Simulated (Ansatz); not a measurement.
`OCCO[SiH3]` + `C[NH][AlH][SH]` → `[SiH3]C[NH][AlH][SH]` + `OCCO`  (formal exchange of groups at the Si–O bond)

Gas-phase electronic energies from Ansatz, PBE0-D4/def2-TZVP geometries. CCSD(T)/CBS is the MP2 limit (def2-TZVPP, def2-QZVPP) plus CCSD(T) − MP2 in def2-TZVPP, frozen cores. This one scheme is used for every species. One conformer a species, not always the lowest.

| species | CCSD(T)/CBS(def2) energy (Eh) |
| --- | --- |
| `OCCO[SiH3]` | -520.36091 |
| `C[NH][AlH][SH]` | -736.22383 |
| `[SiH3]C[NH][AlH][SH]` | -1026.49858 |
| `OCCO` | -230.04718 |

Work out ΔE.

ΔE = (-1026.49858) + (-230.04718) − (-520.36091) − (-736.22383) = 0.03898 Eh = +24.5 kcal/mol.

Largest T1 diagnostic among the species: 0.012.

In def2-TZVPP, CCSD(T) changes the Hartree–Fock value by −5.3 kcal/mol (the triples alone add −0.7 kcal/mol) and MP2 by −4.6 kcal/mol. The D4 term adds −0.8 kcal/mol with B3LYP and −0.4 kcal/mol with PBE0; it sums over pairs of atoms, weighted by their polarisabilities, and B3LYP, whose exchange is more repulsive, gets the larger term. From PBE to PBE0 (25 % exact exchange), in def2-TZVPP and without D4, ΔE moves by +1.3 kcal/mol.

B3LYP here is the variant with VWN-RPA as its local correlation; programs differ in this.
